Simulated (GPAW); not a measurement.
Crystal: NiO.

```xyz
2
Lattice="0.0000 2.0859 2.0859 2.0859 0.0000 2.0859 2.0859 2.0859 0.0000" Properties=species:S:1:pos:R:3 pbc="T T T"
Ni    0.0000    0.0000    0.0000
O     2.0859    2.0859    2.0859
```

* Program: GPAW 26.7.0
* Task: relaxation of cell and atoms
* Functional: RPBE
* Potentials or basis: the program's PAW data sets (release 1.2.1) made for this functional
* Cutoff: 800 eV
* Basis: pw
* k mesh: 11 × 11 × 11
* Occupations: fermi-dirac, width 0.05 eV
* Spin: collinear spin, ferromagnetic start
* Starting moments: [1.0, 0.0] μB

At the start: pressure 17.5 GPa; volume 9.08 Å³/atom.

Question: How do energy, volume and symmetry change on relaxing?

Answer: Over 12 steps the energy falls by 45.2 meV/atom and the volume is 9.96 Å³/atom (+9.8 %); space group Fm-3m (No. 225, to 0.05 Å); moment 1.94 μB per cell.

Step by step:
```tsv
step	energy change (eV)	largest force (eV/Å)	pressure (GPa)	volume (Å³)
1	0.0000	0.0000	17.53	18.15
2	-0.0275	0.0000	14.21	18.42
3	-0.0643	0.0000	8.63	18.93
4	-0.0880	0.0000	2.26	19.60
5	-0.0857	0.0000	-3.67	20.34
6	-0.0860	0.0000	-3.54	20.32
7	-0.0867	0.0000	-3.28	20.28
8	-0.0876	0.0000	-2.90	20.23
9	-0.0886	0.0000	-2.41	20.17
10	-0.0894	0.0000	-1.83	20.09
11	-0.0900	0.0000	-1.17	20.01
12	-0.0903	0.0000	-0.46	19.92
```

Final structure:
```xyz
2
Lattice="0.0000 2.1516 2.1516 2.1516 0.0000 2.1516 2.1516 2.1516 0.0000" Properties=species:S:1:pos:R:3 pbc="T T T"
Ni    0.0000    0.0000    0.0000
O     2.1516    2.1516    2.1516
```

Caveat: each step starts from the last one's moments, so a moment once lost doesn't come back; the stock nickel data set gives pressures a few GPa off other programs; later steps reuse the first step's grids; a cell with one magnetic atom can't hold antiferromagnetic order, which such compounds often take.
